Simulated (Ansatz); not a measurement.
# Te2Mo in Ansatz: further runs

Aim: see how the results for Te2Mo move with the level of theory and the settings. Levels: PBE, PBE+D3(BJ), PBE+D3(BJ)-ATM, PBE+D4. Tasks: relaxation of cell and atoms.

Program: Ansatz 0.2.0. These are calculated values, not measurements. Logs are shortened: lines on timing, memory, paths and dates and some standing lists are left out, and cuts for length are marked.

### 1 The slab as given

The cell holds a slab with vacuum, 6 atoms: a = 6.362 Å, b = 3.480 Å, c = 36.176 Å, α = 90.00°, β = 90.14°, γ = 90.00°.

### 2 Relaxation of cell and atoms, PBE

Input file input.yaml:

```yaml
crystal:
  lattice:
    - [6.3616090156, 0.0, 0.0]
    - [0.0, 3.48040306, 0.0]
    - [-0.0857412231, 0.0, 36.1758904685]
  atoms:
    - { symbol: Te, position: [0.4292511, 0.75, 0.54070358] }
    - { symbol: Te, position: [0.5707489, 0.25, 0.45929642] }
    - { symbol: Te, position: [0.92084787, 0.25, 0.55652732] }
    - { symbol: Te, position: [0.07915213, 0.75, 0.44347268] }
    - { symbol: Mo, position: [0.18134756, 0.25, 0.49746537] }
    - { symbol: Mo, position: [0.81865244, 0.75, 0.50253463] }
hamiltonian:
  xc: pbe
  pseudopotentials: { kind: paw }
kpoints:
  mp_grid: { grid: [4, 8, 1] }
scf:
  occupations: { method: fermi_dirac, width: 0.05 }
output:
  forces: true
  stress: true
  eigenvalues: true
relax:
  f_tol: 0.01
  max_steps: 40
  cell: { stress_tol: 0.05 }
```

Potentials or basis: Ansatz PAW.

Run with:

```bash
$ ansatz run input.yaml --threads 2 --pin off --max-ram 5632MiB --backend cpu --events-out ev --progress --plain --runs-dir out
```

Log:

```text
Warning: RAYON_NUM_THREADS=2 ignored (pool sized by the plan → 2); use --threads N
Engine: ansatz 0.2.0, aarch64-unknown-linux-gnu
Pseudopotentials: kind: paw
Pseudopotential: Te, paw, valence charge 16, recommended cutoff 420 eV (normal), Te.paw.azcp
Pseudopotential: Mo, paw, valence charge 14, recommended cutoff 420 eV (normal), Mo.paw.azcp
Functional definition: PBE
  parameter kappa = 0.804
  parameter beta = 0.06672455060314922
  exchange = pbe_x(kappa = kappa, mu = beta*pi^2/3)
  correlation = pbe_c(beta = beta)
Crystal: 6 atoms, lattice volume = 800.969 Å³
Basis set: ecut = 420 eV, 15635 PW (Γ), exchange–correlation on 90×48×486 points (8 copies of the dense FFT grid, shifted against one another)
Bands: 56, of which v1, the nominal top of the filled ones, is band 46 counted from 1 (45 counted from 0)
Symmetry: 4 space group operations
Space group: P21/m (ITA 11), of the structure as read, at distance tolerance 9.3e-5 Å
k-points: 15 of 32
Non-local potential: Te, projectors of the file, l = 0: 2, l = 1: 2, l = 2: 2, l = 3: 2
Non-local potential: Mo, projectors of the file, l = 0: 3, l = 1: 2, l = 2: 2, l = 3: 1
PAW form: soft (Blöchl's): semilocal exchange-correlation on the pseudo side does not see the compensation charge
PAW one-centre angular grid: Te, 590 points (default); XC on 64 Gauss nodes
PAW one-centre angular grid: Mo, 590 points (default); XC on 64 Gauss nodes
Initial density: superposition of atomic densities (neutral atoms: chi_scale 0, normalization atom), corrected by the library's trained network
Initial wavefunctions: pseudopotential atomic-orbital guess
Functional: x = pbe(κ = 0.804, μ = 0.2195149727645171), c = pbe(β = 0.06672455060314922)
SCF iter   1: F=—  HF=-37833.379283 eV  |F-HF|=—  |Δ(HF+E_count)|=         —  Δρ=2.65e-3  dr2=1.28e-1  ethr=1.77e-3  ⟨swp⟩=10.9  Hψ=3775  notcnv=0  defer=4
preconditioner: auto → LDOS  [metal: Δε(μ)=0.143 eV  Ē_g=7.147 eV  σ=0.050 eV  W_gap=0.45  n_scr=72 (ndim 8)  ℏωp=7.9 eV  f_vac=0.785  D(μ)=0.98/eV (n_scr^D=4)  β→1.0]
SCF iter   2: F=—  HF=-37833.461875 eV  |F-HF|=—  |Δ(HF+E_count)|=   8.26e-2  Δρ=4.66e-3  dr2=8.01e-1  ethr=1.39e-4  ⟨swp⟩=4.9  Hψ=2150  notcnv=0  defer=30
[... 92 lines left out ...]
  E_paw        = -25053.402810  (= ΣΔE_a)
  E_vpaw       = -1809.794343  (= ΣTr[D̂ρ^β])
  E_aug_tail   = -0.000635  (compensation charges beyond the density's cutoff)
  E_ewald      = 66171.819347
  E_smearing   = -0.009442  (= −TS)
  E_closure    = -0.000000  (closes the sum)
  Σ components = -37833.383801   (vs F -37833.383801, Δ=0.00e0)
--- Forces (eV/Å), atoms counted from 1 ---
  atom   1  Te    -0.00135694     0.00000000    -0.00165660
  atom   2  Te     0.00135694    -0.00000000     0.00165660
  atom   3  Te     0.00008560     0.00000000    -0.00201025
  atom   4  Te    -0.00008560     0.00000000     0.00201025
  atom   5  Mo    -0.00286423     0.00000000     0.00282996
  atom   6  Mo     0.00286423    -0.00000000    -0.00282996
  max |Σ_I F_I| component: 4.34e-19 eV/Å
--- Stress (GPa, compression-positive) ---
        0.003705      -0.000000      -0.000632
       -0.000000      -0.006861       0.000000
       -0.000632       0.000000      -0.002789
  P = ⅓ Tr σ = -0.0020 GPa (-0.020 kbar)
--- Band table (eV; the first three rows and the last of 15) ---
  k-point 0: bands = ["-62.3761", "-62.3196", "-38.2719", "-38.2659", "-38.2530", "-38.2521", "-38.2226", "-38.2160", "-38.1990", "-38.1854", "-38.1769", "-38.1747", "-38.1118", "-38.1090", "-38.0944", "-38.0922", "-38.0440", "-38.0336", "-37.9924", "-37.9850", "-37.9760", "-37.9718", "-36.6025", "-36.5313", "-36.4997", "-36.3779", "-36.3394", "-36.1879", "-14.1311", "-13.1999", "-12.3995", "-12.1747", "-6.9144", "-6.2701", "-5.9642", "-5.2359", "-4.0915", "-3.6979", "-3.6061", "-3.3103", "-3.0005", "-2.6589", "-2.3247", "-1.8838", "-1.6779", "-1.1054", "-0.7284", "-0.2382", "0.3145", "0.7332", "0.9255", "1.8545", "2.0188", "2.0416", "2.5192", "2.8185"]
  k-point 1: bands = ["-62.3732", "-62.3209", "-38.2688", "-38.2625", "-38.2538", "-38.2537", "-38.2239", "-38.2177", "-38.1983", "-38.1857", "-38.1770", "-38.1749", "-38.1083", "-38.1057", "-38.0959", "-38.0938", "-38.0447", "-38.0352", "-37.9922", "-37.9852", "-37.9756", "-37.9715", "-36.6006", "-36.5509", "-36.4908", "-36.3947", "-36.3296", "-36.1896", "-13.9568", "-13.0872", "-12.3163", "-12.0621", "-6.7367", "-6.0802", "-5.8919", "-5.1637", "-4.1974", "-4.0581", "-3.7800", "-3.5416", "-3.0268", "-2.6727", "-2.4300", "-2.1767", "-1.6982", "-1.4902", "-1.3286", "-0.0361", "0.5476", "0.5503", "0.7093", "0.9935", "1.4262", "1.9280", "2.7775", "3.0365"]
  k-point 2: bands = ["-62.3650", "-62.3250", "-38.2633", "-38.2579", "-38.2539", "-38.2534", "-38.2271", "-38.2219", "-38.1964", "-38.1868", "-38.1771", "-38.1754", "-38.1006", "-38.1002", "-38.0971", "-38.0967", "-38.0462", "-38.0391", "-37.9918", "-37.9860", "-37.9743", "-37.9710", "-36.6049", "-36.5933", "-36.4702", "-36.4184", "-36.3121", "-36.1996", "-13.4601", "-12.7772", "-12.1108", "-11.7932", "-6.2958", "-5.9308", "-5.4589", "-5.1464", "-4.9847", "-4.3360", "-4.1953", "-4.1150", "-3.3763", "-3.0979", "-3.0562", "-2.6534", "-2.2303", "-1.7370", "-1.1812", "-0.3234", "0.1493", "0.5666", "0.6728", "0.8011", "1.5404", "1.8403", "3.2861", "3.6145"]
  k-point 14: bands = ["-62.3421", "-62.3421", "-38.2641", "-38.2641", "-38.2434", "-38.2434", "-38.2299", "-38.2299", "-38.1912", "-38.1912", "-38.1762", "-38.1762", "-38.1030", "-38.1030", "-38.0870", "-38.0870", "-38.0464", "-38.0464", "-37.9883", "-37.9883", "-37.9713", "-37.9713", "-36.6496", "-36.6496", "-36.4297", "-36.4297", "-36.2503", "-36.2503", "-12.1716", "-12.1716", "-11.7689", "-11.7689", "-7.0175", "-7.0175", "-6.0080", "-6.0080", "-4.6472", "-4.6472", "-3.7202", "-3.7202", "-3.6241", "-3.6241", "-3.0455", "-3.0455", "-2.2004", "-2.2004", "-0.2277", "-0.2277", "0.4924", "0.4924", "0.9207", "0.9207", "2.0436", "2.0436", "3.1951", "3.1951"]
--- Relaxed structure (5 steps of the walk, 4 accepted, 1 SCFs on fresh bases) ---
  F+E_penalty+E_count = -37833.38380101 eV   max|allowed force component| = 2.864e-3 eV/Å   (the final SCF, on the basis selected at the relaxed cell)
  cell:  # Å, volume = 799.3593 Å³
    - [6.37834611305244, 0.0, 0.0017528296676738774]
    - [0.0, 3.46462966646147, 0.0]
    - [-0.07599917282482348, 0.0, 36.172361951895965]
  atoms:
    - { symbol: Te, position: [0.4305680944696543, 0.7500000000000002, 0.5409012023726999] }
    - { symbol: Te, position: [0.5694319055303457, 0.25000000000000006, 0.45909879762730027] }
    - { symbol: Te, position: [0.9213871447678023, 0.25000000000000006, 0.557077241073969] }
    - { symbol: Te, position: [0.07861285523219781, 0.7500000000000002, 0.4429227589260312] }
    - { symbol: Mo, position: [0.1815214662971067, 0.25000000000000006, 0.4974864291395389] }
    - { symbol: Mo, position: [0.8184785337028934, 0.7500000000000002, 0.5025135708604613] }
```

Run time: 2.1 min. Hardware: 2 threads of Arm Neoverse V2, shared host; peak memory 1.3 GiB.

What came out:

```yaml
Free_energy: -37833.3838 eV
Relaxed_volume: 133.23 Å³/atom
Relaxed_cell: a = 6.378 Å, b = 3.465 Å, c = 36.172 Å, α = 90.00°, β = 90.10°, γ = 90.00°
Space_group_after_relaxing_to_0.05_Å: P2_1/m (No. 11)
Energy_gained_by_relaxing: 1.1 meV/atom
Ionic_steps: 5
Largest_force_after_relaxing: 0.004 eV/Å
Band_gap_on_the_k_mesh: none (metal or under the smearing width)
```

Forces on the atoms (eV/Å):
```
Te  -0.001  0.000 -0.002
Te   0.001  0.000  0.002
Te   0.000  0.000 -0.002
Te   0.000  0.000  0.002
Mo  -0.003  0.000  0.003
Mo   0.003  0.000 -0.003
```

The path:
```csv
step,energy change (eV),largest force (eV/Å),volume (Å³)
1,0.0000,0.2521,800.97
2,-0.0062,0.0265,799.69
3,-0.0063,0.0345,799.44
4,-0.0065,0.0040,799.36
5,-0.0064,0.0040,799.36
```

Final structure:
```yaml
crystal:
  lattice:
    - [6.37835, 0.00000, 0.00175]
    - [0.00000, 3.46463, 0.00000]
    - [-0.07600, 0.00000, 36.17236]
  atoms:
    - { symbol: Te, position: [0.43057, 0.75000, 0.54090] }
    - { symbol: Te, position: [0.56943, 0.25000, 0.45910] }
    - { symbol: Te, position: [0.92139, 0.25000, 0.55708] }
    - { symbol: Te, position: [0.07861, 0.75000, 0.44292] }
    - { symbol: Mo, position: [0.18152, 0.25000, 0.49749] }
    - { symbol: Mo, position: [0.81848, 0.75000, 0.50251] }
```

Caveat: the plane-wave basis is chosen anew once the cell has moved, so the energies of steps on either side of that aren't comparable; without dispersion, layers of such crystals drift apart on relaxing, which shifts levels and gaps; volumes and pressures include the vacuum.

### 3 Relaxation of cell and atoms, PBE+D3(BJ)

input.yaml: that of step 2 with these lines changed.

```diff
@@ -15,2 +15,3 @@
   pseudopotentials: { kind: paw }
+  dispersion: d3bj
 kpoints:
@@ -23,2 +24,6 @@
   eigenvalues: true
+  write_density: true
+  write_potential: true
+  elf: true
+  volumetric_format: npy
 relax:
```

Potentials or basis: Ansatz PAW.

Run with:

```bash
$ ansatz run input.yaml --threads 2 --pin off --max-ram 5632MiB --backend cpu --events-out ev --progress --plain --runs-dir out
```

Wall time 1.9 min (2 threads of Arm Neoverse V2, shared host); peak memory 1.3 GiB.

The run converged. Its results:

| Item | Value |
| --- | --- |
| Free energy | -37835.7391 eV |
| Relaxed volume | 129.93 Å³/atom |
| Relaxed cell | a = 6.317 Å, b = 3.411 Å, c = 36.179 Å, α = 90.00°, β = 90.08°, γ = 90.00° |
| Space group after relaxing (to 0.05 Å) | P2_1/m (No. 11) |
| Energy gained by relaxing | 5.4 meV/atom |
| Ionic steps | 5 |
| Largest force after relaxing | 0.010 eV/Å |
| Band gap on the k mesh | none (metal or under the smearing width) |

Forces in eV/Å, atoms in the order of the input:
```
Te  -0.005  0.000 -0.001
Te   0.005  0.000  0.001
Te   0.001  0.000  0.002
Te  -0.001  0.000 -0.002
Mo  -0.009  0.000  0.002
Mo   0.009  0.000 -0.002
```

The path:
```
step  energy change (eV)  largest force (eV/Å)  volume (Å³)
   1              0.0000                0.1088       800.97
   2             -0.0233                0.2290       772.26
   3             -0.0325                0.0607       778.76
   4             -0.0332                0.0097       779.57
   5             -0.0324                0.0096       779.57
```

Final structure:
```cif
data_structure
_symmetry_space_group_name_H-M 'P 1'
_symmetry_Int_Tables_number 1
_cell_length_a 6.3175
_cell_length_b 3.4108
_cell_length_c 36.1788
_cell_angle_alpha 90.000
_cell_angle_beta 90.084
_cell_angle_gamma 90.000
_cell_volume 779.57
loop_
_atom_site_label
_atom_site_type_symbol
_atom_site_fract_x
_atom_site_fract_y
_atom_site_fract_z
_atom_site_occupancy
Te1 Te 0.43158 0.75000 0.54121 1
Te2 Te 0.56842 0.25000 0.45879 1
Te3 Te 0.92189 0.25000 0.55714 1
Te4 Te 0.07811 0.75000 0.44286 1
Mo1 Mo 0.18246 0.25000 0.49762 1
Mo2 Mo 0.81754 0.75000 0.50238 1
```

Levels at points of the mesh, in eV from the Fermi level:
```tsv
k point	band 43	band 44	band 45	band 46	band 47	band 48	band 49	band 50
(0.00, 0.00, 0.00)	-1.09	-0.49	-0.37	0.34	0.57	1.21	1.64	2.08
(0.00, -0.50, 0.00)	-1.71	-1.71	-1.47	-1.47	1.17	1.17	1.52	1.52
(-0.50, 0.00, 0.00)	-1.44	-0.96	-0.72	-0.51	0.01	1.27	1.36	1.86
(-0.50, -0.50, 0.00)	-1.72	-1.72	-0.91	-0.91	1.16	1.16	1.80	1.80
```

Caveat: the plane-wave basis is chosen anew once the cell has moved, so the energies of steps on either side of that aren't comparable.

(Continued in part 2 of 2.)
